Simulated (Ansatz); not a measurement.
# Lattice dynamics at Γ of Mg2Si (Fm-3m)

Perturbation theory with PBEsol in the PAW code Ansatz on the PBEsol cell, ground state and force constants on a 6×6×6 mesh. (Simulation; spin polarisation is off.)

The symmetry is Fm-3m (No. 225, cubic); a = 6.325 Å in the conventional setting, 21.09 Å³ an atom. Around Mg lie 4 Si at 2.74 Å; around Si lie 8 Mg at 2.74 Å.

```cif
data_structure
_symmetry_space_group_name_H-M 'P 1'
_symmetry_Int_Tables_number 1
_cell_length_a 4.4727
_cell_length_b 4.4727
_cell_length_c 4.4727
_cell_angle_alpha 60.000
_cell_angle_beta 60.000
_cell_angle_gamma 60.000
_cell_volume 63.27
loop_
_atom_site_label
_atom_site_type_symbol
_atom_site_fract_x
_atom_site_fract_y
_atom_site_fract_z
_atom_site_occupancy
Mg1 Mg 0.25000 0.25000 0.25000 1
Mg2 Mg 0.75000 0.75000 0.75000 1
Si1 Si 0.00000 0.00000 0.00000 1
```

Optical modes without the longitudinal term:

| ω (cm⁻¹) | degeneracy | IR intensity, summed over the level ((D/Å)²/amu) |
| --- | --- | --- |
| 260 | 3 | 0.00 |
| 280 | 3 | 52.21 |

All optical modes at Γ are real, from 260 to 280 cm⁻¹ without the longitudinal term; this says nothing of other wave vectors. With the long-range field the highest mode reaches 341 cm⁻¹. By the program's warning the force constants, and with them frequencies and ε⁰, aren't converged on this mesh. Of the real levels 1 is infrared active, the strongest at 280 cm⁻¹.

The electronic dielectric tensor ε∞ is 15.51 in all directions. With the ions relaxed, ε⁰ is 23.0 in all directions. Born charges, averaged over directions: Mg +1.83, Si -3.66 e.

With one polar mode in a cubic crystal the Lyddane-Sachs-Teller relation applies: (ω_LO/ω_TO)² = (340.9/280.1)² = 1.482, and ε⁰/ε∞ = 22.992/15.513 = 1.482. The refractive index √ε∞ is 3.94.

For comparison, on the r2SCAN cell the mean ε∞ is 12.77 with r2SCAN (ground state on 6×6×6; least gap 0.45 eV), 15.27 with PBE (ground state on 6×6×6; least gap 0.20 eV).
